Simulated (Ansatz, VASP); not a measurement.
One calculation of Zn, two programs

Contents of INCAR:

```
SYSTEM = Zn
ALGO     = Fast           ! electronic algorithm
EDIFF    = 1E-6           ! SCF threshold, eV
EDIFFG   = -0.005         ! ionic threshold
ENCUT    = 600            ! plane-wave cutoff, eV
GGA      = PS             ! functional
IBRION   = 2              ! ionic algorithm
ISIF     = 3              ! what is computed and relaxed
ISMEAR   = -1             ! smearing method
LASPH    = .True.         ! aspherical terms in the spheres
LCHARG   = .False.        ! write CHGCAR
LREAL    = .False.        ! projectors in reciprocal space
LWAVE    = .False.        ! write WAVECAR
NELM     = 60             ! most SCF steps
NSW      = 100            ! ionic steps
PREC     = Accurate       ! precision mode
SIGMA    = 0.05           ! smearing width, eV
```

The input KPOINTS:

```
k-points
0
Gamma
  14 14 14
  0 0 0
```

The input POSCAR:

```
Zn
1.0
    0.0000000000      1.9647760000      1.9647760000
    1.9647760000      0.0000000000      1.9647760000
    1.9647760000      1.9647760000      0.0000000000
Zn
1
Direct
    0.0000000000      0.0000000000      0.0000000000
```

Input for Ansatz:

```yaml
crystal:
  lattice:
    - [0.0, 1.964776, 1.964776]
    - [1.964776, 0.0, 1.964776]
    - [1.964776, 1.964776, 0.0]
  atoms:
    - { symbol: Zn, position: [0.0, 0.0, 0.0] }
kpoints:
  mp_grid: { grid: [14, 14, 14] }
scf:
  occupations: { method: fermi_dirac, width: 0.05 }
hamiltonian:
  xc: pbesol
  pseudopotentials: { kind: all_electron, lapw: { basis_error: 0.001 } }
output:
  forces: true
  stress: true
relax:
  f_tol: 0.005
  max_steps: 80
  cell: {}
```

Alike in both runs: task relaxation of cell and atoms; functional PBEsol; k mesh 14 × 14 × 14; occupations fermi-dirac, width 0.05 eV; no spin polarisation.

|  | VASP | Ansatz |
| --- | --- | --- |
| version | VASP 6.6.1 | Ansatz 0.2.0 |
| potentials or method | VASP PAW PBE potentials, release 64 (Zn) | all-electron LAPW, scalar-relativistic |
| plane-wave cutoff (eV) | 600 | see its input |

```tsv
	VASP	Ansatz	Ansatz less VASP
relaxed volume (Å³/atom)	14.30	14.21	-0.091
relaxed cell length with the largest relative difference (Å)	2.724	2.718	-0.0058
energy change over the relaxation (meV/atom)	-14	-16	-1.8
```

Ansatz ran all-electron here, so the differences hold the error of VASP's frozen core and of both bases.

Caveats: the PAW data sets were made with another functional, which shifts forces and pressure a little (VASP).
